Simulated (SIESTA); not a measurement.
The system is CoO.

```
CELL_PARAMETERS angstrom
-1.50800 1.50800 2.10725
1.50800 -1.50800 2.10725
1.50800 1.50800 -2.10725
ATOMIC_POSITIONS crystal
Co 0.00000 0.00000 0.00000
O 0.50000 0.50000 0.00000
```

| Item | Value |
| --- | --- |
| Program | SIESTA 5.4.2 |
| Task | single point |
| Functional | PBE |
| Potentials or basis | PseudoDojo 0.4 standard (PBE files) |
| Basis | DZP (energy shift 0.003 Ry; two zetas on semicore shells) |
| Grid cutoff | 800 Ry |
| Energy shift | 0.003 Ry |
| k mesh | 12 × 12 × 12 |
| Occupations | fermi-dirac, width 0.05 eV |
| Spin | collinear spin, ferromagnetic start |
| Starting moments | [2.0, 0.0] μB |

On this cell: pressure 1.3 GPa; largest force under 0.003 eV/Å; net moment 2.98 μB per cell; site moments Co +2.61; O +0.36 μB; band gap on the k mesh none (metal or under the smearing width).

The same run follows on a disturbed copy (atoms moved at random, drawn with an rms of 0.05 Å):

```
CELL_PARAMETERS angstrom
-1.50800 1.50800 2.10725
1.50800 -1.50800 2.10725
1.50800 1.50800 -2.10725
ATOMIC_POSITIONS crystal
Co 0.99472 0.00494 0.01533
O 0.51463 0.49959 0.00496
```

Problem. What does the disturbed cell give?

Solution. The energy (extrapolated to zero smearing) moves by +2.6 meV/atom; pressure 1.7 GPa; largest force 0.151 eV/Å; net moment 2.98 μB per cell; site moments Co +2.61; O +0.37 μB; band gap on the k mesh none (metal or under the smearing width).

Forces in eV/Å, atoms in the order of the input:
```
Co  -0.073  0.034  0.127
O    0.073 -0.034 -0.128
```

Stress tensor (GPa, compression positive):
```
 0.99 -0.38  0.33
-0.38  1.23 -0.15
 0.33 -0.15  3.02
```

Caveats: short orbitals over semicore shells can move pressures by several GPa; the basis of atomic orbitals isn't converged, which shifts pressures, moduli and gaps; a cell with one magnetic atom can't hold antiferromagnetic order, which such compounds often take; semilocal functionals often make such compounds metallic where correlation or magnetic order opens a gap, which also shifts bond lengths.
